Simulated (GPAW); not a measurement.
Runs of GPAW 26.7.0 on AlN. It takes space group P6_3mc (No. 186, hexagonal). Conventional cell: a = 3.113 Å, b = 3.113 Å, c = 4.981 Å, α = 90.00°, β = 90.00°, γ = 120.00°. Al (site symmetry 3m) has 4 N at 1.89 Å as nearest neighbours. Around N (site symmetry 3m) lie 4 Al at 1.89 Å. 

```csv
task,level,potentials or basis,cell,k mesh,cutoff (eV),smearing,eigensolver,maxiter,optimizer,fmax,max steps,other keys,gap on the mesh (eV),pressure (GPa),relaxed volume (Å³/atom),largest force (eV/Å)
relaxation of cell and atoms,OLYP+D3,"PAW data sets generated in the run's folder for this functional, pw",relaxed,7 × 7 × 4,800,fermi-dirac 0.05 eV,davidson,150,BFGS,0.02 eV/Å,60,-,(a),0.0,10.24,-
energy-loss spectrum,LDA,"the program's PAW data sets (release 1.2.1) made for this functional, pw",as given,8 × 8 × 5,600,fermi-dirac 0.001 eV,-,150,-,-,-,-,4.25,-,-,-
relaxation of cell and atoms,rSCAN+D4,"GPAW PAW data sets (gpaw-data 1.2.1), pw",relaxed,7 × 7 × 4,800,fermi-dirac 0.05 eV,-,150,BFGS,0.05 eV/Å,40,-,5.06,0.0,(b),0.01
Wannier functions,WC,"PAW data sets generated in the run's folder for this functional, pw",as given,10 × 10 × 6,800,fermi-dirac 0.05 eV,-,60,-,-,-,"several, not listed",4.16,0.9,-,0.13
single point,LDA,"the program's PAW data sets (release 1.2.1) made for this functional, pw",as given,8 × 8 × 5,600,fermi-dirac 0.05 eV,-,80,-,-,-,-,4.25,-10.6,-,0.12
optical spectrum,LDA,"the program's PAW data sets (release 1.2.1) made for this functional, pw",as given,8 × 8 × 5,600,fermi-dirac 0.001 eV,-,150,-,-,-,-,4.25,-,-,-
```

Alike in all rows: no spin polarisation.

Q: Estimate the missing entries.

A: (a) 4.50; (b) 10.28.

Caveats: later steps reuse the first step's grids (some runs); the highest transitions drop out of the frequency grid (some runs); an odd mesh through Γ misses points on the zone boundary, where band edges often lie (some runs); the PAW data sets were made with another functional, which shifts forces and pressure a little (some runs); the cutoff is short for stress and forces, so pressures can be off by a GPa or more (some runs); the long-wavelength limit can be off by a per cent or two (some runs); independent-particle spectra lack excitons (some runs).

Runs at the PBE level aren't shown here.
